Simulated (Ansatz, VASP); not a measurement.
## One calculation of KI, two programs

POSCAR

```
KI
1.0
    0.0000000000      3.5445661365      3.6122673497
    3.5445661365      0.0000000000      3.6122673497
    3.5445661365      3.5445661365      0.0000000000
K I
1 1
Direct
    0.0000000000      0.0000000000      0.0000000000
    0.5000000000      0.5000000000      0.5000000000
```

File INCAR.step1:

```
PREC = Accurate ; ENCUT = 520
ISMEAR = 0 ; SIGMA = 0.01
LREAL = F ; LASPH = T
NELM = 100 ; NBANDS = 15
GGA = PE ; ALGO = Normal
EDIFF = 1E-4 ; LWAVE = T
LCHARG = F
```

The input INCAR.step2:

```
PREC = Accurate ; ENCUT = 520
EDIFF = 1E-6 ; ISMEAR = 0
SIGMA = 0.01 ; LREAL = F
LASPH = T ; NELM = 100
ALGO = Normal ; ISIF = 2
LWAVE = F ; LCHARG = F
METAGGA = R2SCAN ; LMIXTAU = T
NBANDS = 15 ; ISTART = 1
```

Contents of KPOINTS:

```
regular mesh
0
Gamma
  6 6 6
```

Input for Ansatz:

```yaml
crystal:
  lattice:
    - [0.0, 3.5445661365, 3.6122673497]
    - [3.5445661365, 0.0, 3.6122673497]
    - [3.5445661365, 3.5445661365, 0.0]
  atoms:
    - { symbol: K, position: [0.0, 0.0, 0.0] }
    - { symbol: I, position: [0.5, 0.5, 0.5] }
kpoints:
  mp_grid: { grid: [6, 6, 6] }
  band_path:
    path:
      - [0.0, 0.0, 0.0]
      - [0.5, 0.0, 0.5]
      - [0.625, 0.25, 0.625]
      - [0.375, 0.375, 0.75]
      - [0.5, 0.5, 0.5]
      - [0.5, 0.25, 0.75]
    npoints: 1
hamiltonian:
  xc: r2scan
scf:
  occupations: { method: fixed }
  n_extra_bands: 4
output:
  forces: true
  stress: true
  eigenvalues: true
  write_density: true
  write_potential: true
  elf: true
  volumetric_format: npy
```

Change from the starting cell: uniaxial_z strain +1.9%.

Alike in both runs: task single point; functional r2SCAN; k mesh 6 × 6 × 6; no spin polarisation.

|  | VASP | Ansatz |
| --- | --- | --- |
| version | VASP 6.6.1 | Ansatz 0.2.0 |
| potentials or method | VASP PAW PBE potentials, release 64 (K_sv, I) | plane waves, PAW |
| plane-wave cutoff (eV) | 520 | 500 |
| occupations | gaussian, width 0.01 eV | fixed |
| valence electrons in the cell | 16 | 26 |

Ansatz gave:

- gap on the k mesh at the Fermi level (eV): 4.54
- pressure (GPa): -0.2
- largest component of the traceless stress (GPa): 0.30

Estimate VASP's values.

gap on the k mesh at the Fermi level (eV): 4.53; pressure (GPa): -0.2; largest component of the traceless stress (GPa): 0.30.

The two sets of potentials don't hold the same shells in valence.

Caveats: the PAW data sets were made with another functional, which shifts forces and pressure a little (VASP); spin-orbit coupling is left out, which moves the levels of the heavy elements.
